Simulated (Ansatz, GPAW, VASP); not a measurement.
SrO: the functional in 3 programs

It takes space group Fm-3m (No. 225, cubic). Conventional cell: a = 5.133 Å, b = 5.133 Å, c = 5.133 Å, α = 90.00°, β = 90.00°, γ = 90.00°. Sr (site symmetry m-3m) is surrounded by 6 O at 2.57 Å. O (site symmetry m-3m) is surrounded by 6 Sr at 2.57 Å.

Kept alike: task band structure; k mesh 9 × 9 × 9; occupations fermi-dirac, width 0.05 eV; no spin polarisation. The mesh is that of the run's cell of 2 atoms. No spin-orbit coupling.

- A: GPAW; PAW data sets generated for this functional (BLYP, PBEsol); the program's PAW data sets (release 1.2.1) made for this functional (LDA, RPBE, revPBE); GPAW PAW data sets (gpaw-data 1.2.1) (PBE), cutoff 800 eV
- B: Ansatz, all-electron LAPW, scalar-relativistic
- C: VASP; PBE PAW files O, Sr_sv, 520 eV (BLYP, PBE, PBEsol, RPBE, revPBE); LDA PAW files O, Sr_sv, 520 eV (LDA)

```csv
functional,A: pressure (GPa),B: pressure (GPa),C: pressure (GPa)
BLYP,6.66,6.22,6.93
LDA,-3.24,-3.82,-3.10
PBE,3.83,3.33,3.92
PBEsol,0.02,-0.55,0.07
RPBE,6.90,6.39,7.01
revPBE,6.09,5.58,6.20
```

Pressure is positive in compression; plane-wave values hold the error of the finite cutoff. Values on potentials made for another functional: some of C.

Q: How large is the effect of the functional, and do the programs agree on it?

A: From LDA to RPBE the pressure moves by +10.14 in A, +10.21 in B, +10.11 in C (GPa). Row by row the programs differ by 0.59 to 0.72, and over this span the shifts, as printed, agree within about 1 %. Shifts from LDA: BLYP +9.90, +10.04, +10.03; PBE +7.07, +7.15, +7.02; PBEsol +3.26, +3.27, +3.17; RPBE +10.14, +10.21, +10.11; revPBE +9.33, +9.40, +9.30; the programs' shifts differ by up to 0.14.
